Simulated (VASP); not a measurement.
The system is ZnS (Wurtzite-2H).

```
CELL_PARAMETERS angstrom
3.81100 0.00000 0.00000
-1.90550 3.30042 0.00000
0.00000 0.00000 6.23400
ATOMIC_POSITIONS crystal
Zn 0.33333 0.66667 0.00000
Zn 0.66667 0.33333 0.50000
S 0.33333 0.66667 0.38500
S 0.66667 0.33333 0.88500
```

| Quantity | Value |
| --- | --- |
| Program | VASP 6.6.1 |
| Task | relaxation of cell and atoms |
| Functional | r2SCAN |
| Potentials or basis | VASP PAW PBE potentials, release 64 (Zn, S) |
| Cutoff | 600 eV |
| k mesh | 9 × 9 × 5 |
| Occupations | gaussian, width 0.03 eV |
| Spin | no spin polarisation |

At the start: pressure 0.1 GPa; volume 19.60 Å³/atom.

Q: Where does the relaxation end?

A: Over 10 steps the energy falls by 5.5 meV/atom; space group P6_3mc (No. 186, to 0.05 Å).

Step by step:
| step | energy change (eV) | largest force (eV/Å) | pressure (GPa) | volume (Å³) |
| --- | --- | --- | --- | --- |
| 1 | 0.0000 | 0.3177 | 0.12 | 78.41 |
| 2 | -0.0156 | 0.1171 | -0.16 | 78.58 |
| 3 | -0.0160 | 0.0744 | -0.20 | 78.61 |
| 4 | -0.0197 | 0.0360 | 0.05 | 78.36 |
| 5 | -0.0211 | 0.0057 | 0.23 | 78.17 |
| 6 | -0.0205 | 0.0579 | 0.57 | 77.79 |
| 7 | -0.0214 | 0.0153 | 0.34 | 78.04 |
| 8 | -0.0216 | 0.0043 | -0.20 | 78.56 |
| 9 | -0.0219 | 0.0045 | 0.09 | 78.31 |
| 10 | -0.0219 | 0.0019 | -0.02 | 78.38 |

Final structure:
```cif
data_structure
_symmetry_space_group_name_H-M 'P 1'
_symmetry_Int_Tables_number 1
_cell_length_a 3.8068
_cell_length_b 3.8068
_cell_length_c 6.2456
_cell_angle_alpha 90.000
_cell_angle_beta 90.000
_cell_angle_gamma 120.000
_cell_volume 78.38
loop_
_atom_site_label
_atom_site_type_symbol
_atom_site_fract_x
_atom_site_fract_y
_atom_site_fract_z
_atom_site_occupancy
Zn1 Zn 0.33333 0.66667 0.00536 1
Zn2 Zn 0.66667 0.33333 0.50536 1
S1 S 0.33333 0.66667 0.37964 1
S2 S 0.66667 0.33333 0.87964 1
```

Caveat: the PAW data sets were made with another functional, which shifts forces and pressure a little.
